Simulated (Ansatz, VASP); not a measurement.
## One calculation of WC, two programs

```
W C
1.0
    -2.92451    0.00175   -2.84552
     1.46377   -2.53532    0.00000
    -2.92451    0.00175    2.84552
W C
2 2
Direct
  0.00012 0.00012 0.00012
  0.50012 0.00012 0.50012
  0.91655 0.66655 0.41655
  0.41655 0.66655 0.91655
```

Alike in both runs: functional PBE; k mesh 7 × 7 × 7; no spin polarisation; Hubbard terms W d U = 4.66 eV, J = 0.92 eV.

Ansatz relaxed the structure, and its values are those at the end. VASP's run is a single point on that final structure, the one shown.

|  | VASP | Ansatz |
| --- | --- | --- |
| version | VASP 6.6.1 | Ansatz 0.2.0 |
| potentials or method | VASP PAW PBE potentials, release 64 (W_sv, C) | PAW plane waves |
| plane-wave cutoff (eV) | 520 | 420 |
| occupations | methfessel-paxton of order 1, width 0.1057 eV | cold, width 0.1057 eV |
| valence electrons in the cell | 36 | 36 |

Ansatz gave:

```
gap on the k mesh at the Fermi level (eV) : none
pressure (GPa)                            : 0.0
```

Question: Estimate VASP's values.

Answer: gap on the k mesh at the Fermi level (eV): none; pressure (GPa): 8.5.

The programs project onto different local orbitals, so the same U acts differently. A gap of «none» marks a metal or a gap that the smearing closes. Ansatz warned: «filled_band_counts_differ_across_k_points».

Caveats: U without spin polarisation on a metal has little footing; the U is typed as a test and isn't derived for this compound. Spin-orbit coupling is left out, which matters for the levels of W.
